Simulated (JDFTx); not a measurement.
SrO: band structure with LDA

The system is SrO.

```
Sr O
1.0
     0.00000    2.56630    2.56630
     2.56630    0.00000    2.56630
     2.56630    2.56630    0.00000
Sr O
1 1
Direct
  0.50000 0.50000 0.50000
  0.00000 0.00000 0.00000
```

```json
{
 "Program": "JDFTx 1.7.0 (patched build)",
 "Task": "band structure",
 "Functional": "LDA",
 "Potentials or basis": "PseudoDojo-SR-LDA-0.4.1-standard with smoothed tails",
 "Cutoff": "1143 eV",
 "Density cutoff": "9143 eV",
 "k mesh": "9 × 9 × 9",
 "Occupations": "fermi-dirac, width 0.05 eV",
 "Spin": "no spin polarisation",
 "Band ratio of the Davidson solver": "1.3",
 "Local potential set to -Z/r beyond": "6 bohr",
 "Bands": "14",
 "Density cutoff over wavefunction cutoff": "8",
 "Max SCF steps": "30",
 "SCF threshold on the energy": "1e-06 Ha",
 "Solver of the electrons": "minimize",
 "Further solve for the empty bands": "no",
 "Start": "density of an earlier self-consistent run, held fixed",
 "Path": "G-X-W-K-G-L-U-W-L-K-U-X"
}
```

```
Band gap along the path : 3.16 eV, indirect (least direct gap 3.24 eV)
```

Levels at the corners of the path, in eV from the valence-band top:
```csv
point,band 6,band 7,band 8,band 9,band 10,band 11
Γ,0.00,0.00,0.00,3.86,6.19,6.19
X,-0.39,-0.07,-0.07,3.16,7.85,10.17
W,-1.14,-0.41,-0.41,5.95,5.95,8.72
K,-0.96,-0.56,-0.44,4.70,7.84,8.82
Γ,0.00,0.00,0.00,3.86,6.19,6.19
L,-2.22,-1.14,-1.14,6.51,8.28,8.90
U,-0.96,-0.56,-0.44,4.70,7.84,8.82
W,-1.14,-0.41,-0.41,5.95,5.95,8.72
L,-2.22,-1.14,-1.14,6.51,8.28,8.90
K,-0.96,-0.56,-0.44,4.70,7.84,8.82
U,-0.96,-0.56,-0.44,4.70,7.84,8.82
X,-0.39,-0.07,-0.07,3.16,7.85,10.17
```

Run time: 34 s on 1 thread of Arm Neoverse V2, on a shared host, peak memory 0.09 GiB.
